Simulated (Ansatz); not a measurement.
# BP: band gap and smallest direct gap on path against volume per atom

Periodic Kohn-Sham DFT of a crystal at fixed atoms; Kohn-Sham levels at symmetry points; band -1 is the highest filled and +1 the lowest empty one at that point, spin up along a +z start moment. The results are calculated, by Ansatz 0.2.0.

Cell of the first row (space group F-43m, No. 216):
```
CELL_PARAMETERS angstrom
0.00000 2.22270 2.22270
2.22270 0.00000 2.22270
2.22270 2.22270 0.00000
ATOMIC_POSITIONS crystal
B 0.00000 0.00000 0.00000
P 0.75000 0.75000 0.75000
```

Settings of every row: method all-electron LAPW; functional PBE; relativity scalar; k mesh 15x15x15; filling fermi-dirac; smearing width 0.05 eV; basis error target 1 meV/atom; nucleus gaussian.

Atom start moment: 0 on all atoms.

Limits: semilocal functionals tend to give too small a gap.

| row | volume per atom (Å³) | band gap (eV) | smallest direct gap on path (eV) |
| --- | --- | --- | --- |
| 1 | 10.981 | 1.162 | 3.507 |
| 2 | 11.214 | ? | ? |
| 3 | 11.448 | 1.219 | 3.438 |
| 4 | 11.565 | 1.233 | 3.422 |
| 5 | 11.682 | 1.246 | 3.407 |
| 6 | 11.798 | 1.26 | 3.393 |
| 7 | 11.915 | 1.273 | 3.378 |
| 8 | 12.149 | 1.298 | 3.352 |
| 9 | 12.383 | 1.323 | 3.327 |

Question: what band gap and smallest direct gap on path should row 2 give?

Worked fit of band gap. Take t = volume per atom − 12, in Å³. The shown rows have t = -1.019, -0.552, -0.435, -0.318, -0.202, -0.085, 0.149, 0.383. Least squares give band gap = 1.2821 + 0.10967 × t − 0.0081 × t² eV; a straight line predicts inner rows, each left out in turn, worse (root mean square 0.0013 against 0.00036 eV). All shown rows lie on it to the printed digit. The withheld row has t = -0.786, so the fit gives 1.2821 + 0.10967 × (-0.786) − 0.0081 × (-0.786)² = 1.191 eV.

The calculation gave 1.191 eV. The fit meets it to the printed digit.

Worked fit of smallest direct gap on path. Take t = volume per atom − 12, in Å³. The shown rows have t = -1.019, -0.552, -0.435, -0.318, -0.202, -0.085, 0.149, 0.383. Least squares give smallest direct gap on path = 3.3684 − 0.11519 × t + 0.02038 × t² eV; a straight line predicts inner rows, each left out in turn, worse (root mean square 0.0032 against 0.00042 eV). The rows lie off it by 0.000, 0.000, 0.000, 0.000, 0.001, 0.000, 0.000, 0.000. The withheld row has t = -0.786, so the fit gives 3.3684 − 0.11519 × (-0.786) + 0.02038 × (-0.786)² = 3.472 eV.

The calculation gave 3.471 eV. The fit lies 0.001 eV (0.56 % of the column's range) above it, one unit of the last digit.
